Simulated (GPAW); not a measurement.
# PbS (Pm-3m) in GPAW: settings compared

The runs below take PbS through single point, with LDA, PBE.

Everything below comes from runs of GPAW 26.7.0. Logs are shortened: lines on timing, memory, paths and dates and some standing lists are left out, and cuts for length are marked. The log counts tension as positive stress, the text compression.

### Step 1. Starting point

The structure is cubic, space group Pm-3m (No. 221). Conventional cell: a = 3.654 Å, b = 3.654 Å, c = 3.654 Å, α = 90.00°, β = 90.00°, γ = 90.00°. Around Pb (site symmetry m-3m) lie 8 S at 3.16 Å. Around S (site symmetry m-3m) lie 8 Pb at 3.16 Å.

Measurements of this composition are mostly on another form, of space group No. 225.

### Step 2. Single point, LDA

run.py reads:

```python
from ase import Atoms
from ase.dft.bandgap import bandgap
from ase.io import write
from ase.units import GPa
from gpaw import GPAW, PW

atoms = Atoms(['Pb', 'S'],
              cell=[[3.653659, 0.0, 0.0],
                    [0.0, 3.653659, 0.0],
                    [0.0, 0.0, 3.653659]],
              scaled_positions=[[0.0, 0.0, 0.0],
                                [0.5, 0.5, 0.5]],
              pbc=True)

calc = GPAW(mode=PW(600),
            xc='LDA',
            kpts={'size': (7, 7, 7), 'gamma': True},
            occupations={'name': 'methfessel-paxton', 'order': 0, 'width': 0.05},
            nbands=19,
            convergence={'density': 1e-05, 'energy': 1e-05},
            maxiter=150,
            txt='gpaw.txt')
atoms.calc = calc
energy = atoms.get_potential_energy()
forces = atoms.get_forces()
stress = atoms.get_stress()
calc.write('gs.gpw')
write('result.traj', atoms)
print(f'Energy: {energy:.6f} eV')
print('Forces (eV/A):')
print(forces.round(4))
print('Stress (GPa):', (stress / GPa).round(3))
print('Fermi level:', round(calc.get_fermi_level(), 4), 'eV')
print(f'Gap: {bandgap(calc)[0]:.4f} eV, direct: {bandgap(calc, direct=True)[0]:.4f} eV')
```

Potentials or basis: the program's PAW data sets (release 1.2.1) made for this functional, pw.

Started as:

```sh
$ OMP_NUM_THREADS=1 python run.py
```

gpaw.txt:

```text
__  _  _
 | _ |_)|_||  |
 |__||  | ||/\| - 26.7.0

Input parameters:
  mode=PW(ecut=600.0),
  convergence={'density': 1e-05, 'energy': 1e-05},
  kpts=MonkhorstPack(size=(7, 7, 7), gamma=True),
  maxiter=150,
  nbands=19,
  occupations=Occupations(name='methfessel-paxton', order=0, width=0.05),
  xc=XC(name='LDA')

Diagonalizing LCAO Hamiltonian
Converting LCAO to pw mode
   .--------.
  /|        |
 * |        |
 | |   S    |
 | .--------.
 |/        /
 Pb-------*

Atoms  # Å, Bohr magnetons
|   | symbol |        x |        y |        z |    initial magnetic moments |
|---|--------|----------|----------|----------|-----------------------------|
| 0 |     Pb | 0.000000 | 0.000000 | 0.000000 | ( 0.0000,  0.0000,  0.0000) |
| 1 |      S | 1.826830 | 1.826830 | 1.826830 | ( 0.0000,  0.0000,  0.0000) |

Unit cell  # Å
| periodic |        x |        y |        z |  lengths |    angles |
|----------|----------|----------|----------|----------|-----------|
|      yes | 3.653659 | 0.000000 | 0.000000 | 3.653659 | 90.000000 |
|      yes | 0.000000 | 3.653659 | 0.000000 | 3.653659 | 90.000000 |
|      yes | 0.000000 | 0.000000 | 3.653659 | 3.653659 | 90.000000 |

Number of symmetries: 48
Symmetry operations  # r_c * U_cc + t_c -> r_c
|    | kind |            matrix            |
|----|------|------------------------------|
|  0 |  E   |  1, 0, 0,  0, 1, 0,  0, 0, 1 |
|  1 |  σ   |  1, 0, 0,  0, 1, 0,  0, 0,-1 |
|  2 |  σ   |  1, 0, 0,  0, 0, 1,  0, 1, 0 |
|  3 |  C4  |  1, 0, 0,  0, 0, 1,  0,-1, 0 |
|  4 |  C4  |  1, 0, 0,  0, 0,-1,  0, 1, 0 |
|  5 |  σ   |  1, 0, 0,  0, 0,-1,  0,-1, 0 |
|  6 |  σ   |  1, 0, 0,  0,-1, 0,  0, 0, 1 |
|  7 |  C2  |  1, 0, 0,  0,-1, 0,  0, 0,-1 |
|  8 |  σ   |  0, 1, 0,  1, 0, 0,  0, 0, 1 |
|  9 |  C2  |  0, 1, 0,  1, 0, 0,  0, 0,-1 |
| 10 |  C3  |  0, 1, 0,  0, 0, 1,  1, 0, 0 |
| 11 |  S6  |  0, 1, 0,  0, 0, 1, -1, 0, 0 |
| 12 |  S6  |  0, 1, 0,  0, 0,-1,  1, 0, 0 |
| 13 |  C3  |  0, 1, 0,  0, 0,-1, -1, 0, 0 |
| 14 |  C4  |  0, 1, 0, -1, 0, 0,  0, 0, 1 |
| 15 |  S4  |  0, 1, 0, -1, 0, 0,  0, 0,-1 |
| 16 |  C3  |  0, 0, 1,  1, 0, 0,  0, 1, 0 |
| 17 |  S6  |  0, 0, 1,  1, 0, 0,  0,-1, 0 |
| 18 |  σ   |  0, 0, 1,  0, 1, 0,  1, 0, 0 |
| 19 |  C4  |  0, 0, 1,  0, 1, 0, -1, 0, 0 |
| 20 |  C2  |  0, 0, 1,  0,-1, 0,  1, 0, 0 |
| 21 |  S4  |  0, 0, 1,  0,-1, 0, -1, 0, 0 |
| 22 |  S6  |  0, 0, 1, -1, 0, 0,  0, 1, 0 |
| 23 |  C3  |  0, 0, 1, -1, 0, 0,  0,-1, 0 |
| 24 |  S6  |  0, 0,-1,  1, 0, 0,  0, 1, 0 |
| 25 |  C3  |  0, 0,-1,  1, 0, 0,  0,-1, 0 |
| 26 |  C4  |  0, 0,-1,  0, 1, 0,  1, 0, 0 |
| 27 |  σ   |  0, 0,-1,  0, 1, 0, -1, 0, 0 |
| 28 |  S4  |  0, 0,-1,  0,-1, 0,  1, 0, 0 |
| 29 |  C2  |  0, 0,-1,  0,-1, 0, -1, 0, 0 |
| 30 |  C3  |  0, 0,-1, -1, 0, 0,  0, 1, 0 |
| 31 |  S6  |  0, 0,-1, -1, 0, 0,  0,-1, 0 |
| 32 |  C4  |  0,-1, 0,  1, 0, 0,  0, 0, 1 |
| 33 |  S4  |  0,-1, 0,  1, 0, 0,  0, 0,-1 |
| 34 |  S6  |  0,-1, 0,  0, 0, 1,  1, 0, 0 |
| 35 |  C3  |  0,-1, 0,  0, 0, 1, -1, 0, 0 |
| 36 |  C3  |  0,-1, 0,  0, 0,-1,  1, 0, 0 |
| 37 |  S6  |  0,-1, 0,  0, 0,-1, -1, 0, 0 |
| 38 |  σ   |  0,-1, 0, -1, 0, 0,  0, 0, 1 |
| 39 |  C2  |  0,-1, 0, -1, 0, 0,  0, 0,-1 |
| 40 |  σ   | -1, 0, 0,  0, 1, 0,  0, 0, 1 |
| 41 |  C2  | -1, 0, 0,  0, 1, 0,  0, 0,-1 |
| 42 |  C2  | -1, 0, 0,  0, 0, 1,  0, 1, 0 |
| 43 |  S4  | -1, 0, 0,  0, 0, 1,  0,-1, 0 |
| 44 |  S4  | -1, 0, 0,  0, 0,-1,  0, 1, 0 |
| 45 |  C2  | -1, 0, 0,  0, 0,-1,  0,-1, 0 |
| 46 |  C2  | -1, 0, 0,  0,-1, 0,  0, 0, 1 |
| 47 |  i   | -1, 0, 0,  0,-1, 0,  0, 0,-1 |

BZ-sampling:
  Number of BZ points: 343
  Number of IBZ points: 20

  Monkhorst-Pack size: [7, 7, 7]
  Monkhorst-Pack shift: [0, 0, 0]

K-points  # in reciprocal-cell coordinates
|     |                                coordinates |     weight |
|-----|--------------------------------------------|------------|
|   0 | (  0.00000000,   0.00000000,   0.00000000) | 0.00291545 |
|   1 | (  0.14285714,   0.00000000,   0.00000000) | 0.01749271 |
|   2 | (  0.14285714,   0.14285714,   0.00000000) | 0.03498542 |
|   3 | (  0.14285714,   0.14285714,   0.14285714) | 0.02332362 |
|   4 | (  0.28571429,   0.00000000,   0.00000000) | 0.01749271 |
|   5 | (  0.28571429,   0.14285714,   0.00000000) | 0.06997085 |
|   6 | (  0.28571429,   0.14285714,   0.14285714) | 0.06997085 |
|   7 | (  0.28571429,   0.28571429,   0.00000000) | 0.03498542 |
|   8 | (  0.28571429,   0.28571429,   0.14285714) | 0.06997085 |
|   9 | (  0.28571429,   0.28571429,   0.28571429) | 0.02332362 |
| ... |                                            |            |
|  19 | (  0.42857143,   0.42857143,   0.42857143) | 0.02332362 |

Plane wave coefficients: 1647
Cutoff: 600.0 eV

Spin-components: 1 (collinear spins)
Bands:           19
Projectors:      11
Spin-degeneracy: 2
Datatype:        complex128

Parallelization:
  kpt:    1
  domain: 1
  band:   1

Density:
  Valence electrons: 20.0
  Components: 1
  Grid points: [21 21 21]
  Charge: 0.0  # |e|

Potential:
  Grid points: [21 21 21]

species:
  Pb:
    name:    Lead
    Z:       82.0
    valence: 14
    core:    68
    charge:  0.0  # [|e|]
    compensation charges:
      type: gauss
      rc: 0.38  # [Å]
      lmax: 2
    cutoffs:
      filter: 2.36  # [Å]
      core: 2.43  # [Å]
    projectors
    | kind |    occ | energy [eV] | rcut [Å] |
    |------|--------|-------------|----------|
    |   6s |  2.000 |     -12.249 |    1.259 |
    |   6p |  2.000 |      -3.713 |    1.275 |
    |   5d | 10.000 |     -21.326 |    1.217 |
    |    s |        |      14.962 |    1.259 |
    |    p |        |      23.498 |    1.275 |
    |    d |        |       5.885 |    1.217 |

    Using partial waves for Pb as LCAO basis

  S:
    name:    Sulfur
    Z:       16.0
    valence: 6
    core:    10
    charge:  0.0  # [|e|]
    compensation charges:
      type: gauss
      rc: 0.24  # [Å]
      lmax: 2
    cutoffs:
      filter: 1.77  # [Å]
      core: 1.66  # [Å]
    projectors
    | kind |    occ | energy [eV] | rcut [Å] |
    |------|--------|-------------|----------|
    |   3s |  2.000 |     -17.278 |    0.974 |
    |   3p |  4.000 |      -7.106 |    0.979 |
    |    s |        |       9.933 |    0.974 |
    |    p |        |      20.105 |    0.979 |
    |    d |        |       0.000 |    0.900 |

    Using partial waves for S as LCAO basis

Reference energy: -577795.517574  # eV

eigensolver:
  PPCG
  Converge bands: occupied
  niter=2

density mixing:
  MSR1-Mixer
  Pratt-step length: 0.05
  Maximum mixing coefficient: 0.75
  Old densities: 10
  SVD Regularization: 0.005
  Good broyden scale: 1.0
  Trust region scale: 1.0
  Backstep threshold: 4.0
  History deletion threshold: 6.0
  Fourier metric: weight=20.0, sigma=0.015

occupation numbers:
  Methfessel-Paxton:
    width: 0.0500  # eV
    order: 0

poisson solver:
  ecut: 4800.0  # eV

xc functional:
  name: None

convergence criteria:
- Maximum integral of absolute [dens]ity change: 1e-05 electrons / valence electron
- Maximum [total energy] change in last 3 cyles: 1e-05 eV / valence electron
- Maximum integral of absolute [eigenst]ate change: 4e-08 eV^2 / valence electron
maximum number of iterations: 150

SCF iterations
|iter     | |      energy | eigst |  dens |
|---------|-|-------------|-------|-------|
|iter:   1| |  -10.335199 | -0.15 |       |
|iter:   2| |  -10.187590 | -1.97 | -1.14 |
|iter:   3| |   -9.752460 | -1.67 | -1.20 |
|iter:   4| |   -9.745125 | -3.52 | -1.86 |
|iter:   5| |   -9.743893 | -4.04 | -2.07 |
|iter:   6| |   -9.741922 | -3.97 | -2.32 |
|iter:   7| |   -9.741895 | -6.02 | -3.16 |
|iter:   8| |   -9.741897c| -7.05 | -3.86 |
|iter:   9| |   -9.741896c| -7.49c| -4.28 |
|iter:  10| |   -9.741896c| -7.89c| -4.90 |
|iter:  11| |   -9.741896c| -8.33c| -5.46c|

Converged in 11 steps
Energy contributions relative to reference atoms: (reference = -577795.517574)

Energy contributions:
  Kinetic:           8.771227
  Coulomb:          -9.844105
  Zero:              0.034327
  External:          0.000000
  Xc:               -8.701550
  Entropy:          -0.003591
  Spinorbit:         0.000000
  ----------------------------
  Free energy:      -9.743691
  Extrapolated:     -9.741896

dipole moment: (-15.488004, -15.488004, -15.488004)  # |e|*Ang

Fermi level: 6.118
Eigenvalues  # (at kpt = [0.000, 0.000, 0.000])
| band index |      eig [eV] | occ [0-2] |
|------------|---------------|-----------|
|          0 |       -10.532 |     2.000 |
|        ... |               |           |
|          2 |       -10.328 |     2.000 |
|          3 |       -10.328 |     2.000 |
|          4 |       -10.328 |     2.000 |
|          5 |        -6.880 |     2.000 |
|          6 |        -0.514 |     2.000 |
|          7 |         4.634 |     2.000 |
[... 9 lines left out ...]
|         17 |        18.846 |     0.000 |
|         18 |        18.879 |     0.000 |

No gap
No difference between direct/indirect transitions

Forces  # eV/Ang
|       x |       y |       z |
|---------|---------|---------|
| 0.00000 | 0.00000 | 0.00000 |  # Pb   0
| 0.00000 | 0.00000 | 0.00000 |  # S    1

Stress tensor  # eV/Ang^3
|        x |        y |        z |
|----------|----------|----------|
| 0.034571 | 0.000000 | 0.000000 |
| 0.000000 | 0.034571 | 0.000000 |
| 0.000000 | 0.000000 | 0.034571 |

# Writing to gs.gpw (mode='')
```

It took 12 s on 1 thread of Arm Neoverse V1, shared host; peak memory 0.15 GiB.

Results:

```
Free energy            : -9.7437 eV
Pressure               : -5.5 GPa
Band gap on the k mesh : none (metal or under the smearing width)
```

### Step 3. Single point, PBE

run.py reads:

```python
from ase.dft.bandgap import bandgap
from ase.io import read, write
from ase.units import GPa
from gpaw import GPAW, PW

atoms = read('POSCAR')

calc = GPAW(mode=PW(600),
            xc='PBE',
            kpts={'size': (7, 7, 7), 'gamma': True},
            occupations={'name': 'methfessel-paxton', 'order': 0, 'width': 0.1},
            nbands=19,
            convergence={'density': 1e-05, 'energy': 1e-05},
            maxiter=150,
            txt='gpaw.txt')
atoms.calc = calc
energy = atoms.get_potential_energy()
forces = atoms.get_forces()
stress = atoms.get_stress()
calc.write('gs.gpw')
write('result.traj', atoms)
print(f'Energy: {energy:.6f} eV')
print('Forces (eV/A):')
print(forces.round(4))
print('Stress (GPa):', (stress / GPa).round(3))
print('Fermi level:', round(calc.get_fermi_level(), 4), 'eV')
print(f'Gap: {bandgap(calc)[0]:.4f} eV, direct: {bandgap(calc, direct=True)[0]:.4f} eV')
```

POSCAR reads:

```
PbS
1.0
    3.6536590000      0.0000000000      0.0000000000
    0.0000000000      3.6536590000      0.0000000000
    0.0000000000      0.0000000000      3.6536590000
Pb S
1 1
Direct
    0.0000000000      0.0000000000      0.0000000000
    0.5000000000      0.5000000000      0.5000000000
```

Potentials or basis: GPAW PAW data sets (gpaw-data 1.2.1), pw.

Started as:

```sh
$ OMP_NUM_THREADS=1 python run.py
```

Wall time 13 s (1 thread of Arm Neoverse V1, shared host); peak memory 0.15 GiB.

Results (log left out):

```
Free energy            : -8.4687 eV
Pressure               : -0.2 GPa
Band gap on the k mesh : 0.10 eV, indirect (least direct gap 1.43 eV)
```

Levels at points of the mesh, in eV from the valence-band top:
```csv
k point,band 7,band 8,band 9,band 10,band 11,band 12,band 13,band 14
"(0.00, 0.00, 0.00)",-6.54,-1.46,-1.46,-1.46,5.61,5.61,6.62,6.62
```

Caveat: spin-orbit coupling is left out, which as a rule narrows the gap of such compounds by several tenths of an eV; an odd mesh through Γ misses points on the zone boundary, where band edges often lie.
